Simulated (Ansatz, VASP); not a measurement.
Zn in VASP and in Ansatz

File INCAR:

```
SYSTEM = Zn
PREC = Accurate
ENCUT = 520
EDIFF = 1E-6
ISMEAR = -1
SIGMA = 0.05
LREAL = .FALSE.
LASPH = .TRUE.
NELM = 80
ALGO = Normal
ISIF = 2
LWAVE = .FALSE.
LCHARG = .FALSE.
NBANDS = 19
```

KPOINTS

```
regular mesh
0
G
  11 11 6
  0 0 0
```

File POSCAR:

```
Zn
1.0
    2.7051356082      0.0000000000      0.0000000000
   -1.3525678041      2.3427161574      0.0000000000
    0.0000000000      0.0000000000      5.0313495994
Zn
2
Direct
    0.6666666667      0.3333333333      0.7500000000
    0.3333333333      0.6666666667      0.2500000000
```

The input input.yaml:

```yaml
crystal:
  lattice:
    - [2.7051356082, 0.0, 0.0]
    - [-1.3525678041, 2.3427161574, 0.0]
    - [0.0, 0.0, 5.0313495994]
  atoms:
    - { symbol: Zn, position: [0.6666666667, 0.3333333333, 0.75] }
    - { symbol: Zn, position: [0.3333333333, 0.6666666667, 0.25] }
hamiltonian:
  xc: lda
  pseudopotentials: { kind: paw }
kpoints:
  mp_grid: { grid: [11, 11, 6] }
scf:
  occupations: { method: fermi_dirac, width: 0.05 }
output:
  forces: true
  stress: true
  eigenvalues: true
  write_density: true
  write_potential: true
  elf: true
  volumetric_format: npy
```

Alike in both runs: task single point; functional LDA; k mesh 11 × 11 × 6; occupations fermi-dirac, width 0.05 eV; no spin polarisation.

|  | VASP | Ansatz |
| --- | --- | --- |
| version | VASP 6.6.1 | Ansatz 0.2.0 |
| potentials or method | VASP PAW LDA potentials, release 64 (Zn) | Ansatz PAW |
| plane-wave cutoff (eV) | 520 | 420 |
| valence electrons in the cell | 24 | 24 |

```tsv
	VASP	Ansatz	Ansatz less VASP
gap on the k mesh at the Fermi level (eV)	none	none	-
pressure (GPa)	-10.6	-10.9	-0.36
largest component of the traceless stress (GPa)	1.55	1.71	+0.154
```

A gap of «none» marks a metal or a gap that the smearing closes.

Caveats: the PAW data sets come from PBE, with cores solved anew for the run's functional, which leaves a small shift of forces and pressure (Ansatz).
